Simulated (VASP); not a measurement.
FeO:

```
Fe O
1.0
     1.51768    0.87623    2.51579
    -1.51768    0.87623    2.51579
     0.00000   -1.75247    2.51579
Fe O
1 1
Cartesian
  0.0000 0.0000 0.0000
  0.0000 0.0000 3.7737
```

Base run:

```yaml
Program: VASP 6.6.1
Functional: PBE
Potentials_or_basis: VASP PAW PBE potentials, release 64 (Fe, O)
Cutoff: 520 eV
k_mesh: 8 × 8 × 8
Occupations: gaussian, width 0.05 eV
Spin: no spin polarisation
```

Its results: band gap on the k mesh none (metal or under the smearing width); pressure -25.9 GPa.

Problem. The run is repeated on the same cell with these changes: spin from no spin polarisation to collinear spin, random start; further incar settings from ALGO = Fast; EDIFF = 1e-06 to ALGO = Fast; EDIFF = 1e-07. What comes out?

Solution. Band gap on the k mesh none (metal or under the smearing width); pressure -0.6 GPa; net moment 4.00 μB per cell; site moments Fe +3.62; O +0.30 μB.

Caveats: semilocal functionals often make such compounds metallic where correlation or magnetic order opens a gap, which also shifts bond lengths; so large a pressure means that the cell lies far from this level's equilibrium, or that cutoff or potentials fall short (some runs); a cell with one magnetic atom can't hold antiferromagnetic order, which such compounds often take (some runs).

Not every run made on this cell is shown here.
